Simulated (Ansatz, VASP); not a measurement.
# LiF in VASP and in Ansatz

Contents of INCAR:

```
SYSTEM = LiF
ALGO = Normal
EDIFF = 1E-6
ENCUT = 520
GGA = PS
ISIF = 2
ISMEAR = 0
LASPH = .TRUE.
LCHARG = .FALSE.
LREAL = .FALSE.
LWAVE = .FALSE.
NBANDS = 12
NELM = 60
PREC = Accurate
SIGMA = 0.05
```

Contents of KPOINTS:

```
k-points
0
G
  10 10 10
  0 0 0
```

File POSCAR:

```
LiF
1.0
    0.0000000000      2.0140000000      2.0140000000
    1.8629500000      0.0000000000      2.0140000000
    1.8629500000      2.0140000000      0.0000000000
Li F
1 1
Direct
    0.0000000000      0.0000000000      0.0000000000
    0.5000000000      0.5000000000      0.5000000000
```

Input for Ansatz:

```yaml
crystal:
  lattice:
    - [0.0, 2.014, 2.014]
    - [1.86295, 0.0, 2.014]
    - [1.86295, 2.014, 0.0]
  atoms:
    - { symbol: Li, position: [0.0, 0.0, 0.0] }
    - { symbol: F, position: [0.5, 0.5, 0.5] }
basis:
  ecutwfc: 420
kpoints:
  mp_grid: { grid: [10, 10, 10] }
hamiltonian:
  xc: pbesol
scf:
  occupations: { method: gaussian, width: 0.05 }
output:
  forces: true
  stress: true
  eigenvalues: true
```

Change from the starting cell: strain -0.0750 x Voigt [1, 0, 0, 0, 0, 0], atoms carried along.

Alike in both runs: task single point; functional PBEsol; k mesh 10 × 10 × 10; occupations gaussian, width 0.05 eV; no spin polarisation.

```csv
,VASP,Ansatz
version,VASP 6.6.1,Ansatz 0.2.0
potentials or method,"VASP PAW PBE potentials, release 64 (Li_sv, F)","scalar-relativistic, plane waves, PAW"
plane-wave cutoff (eV),520,420
valence electrons in the cell,10,10
```

```tsv
	VASP	Ansatz	Ansatz less VASP
gap on the k mesh at the Fermi level (eV)	9.53	9.53	-0.002
least direct gap on the mesh (eV)	9.53	9.53	-0.002
```

 A k mesh can miss the band edges.
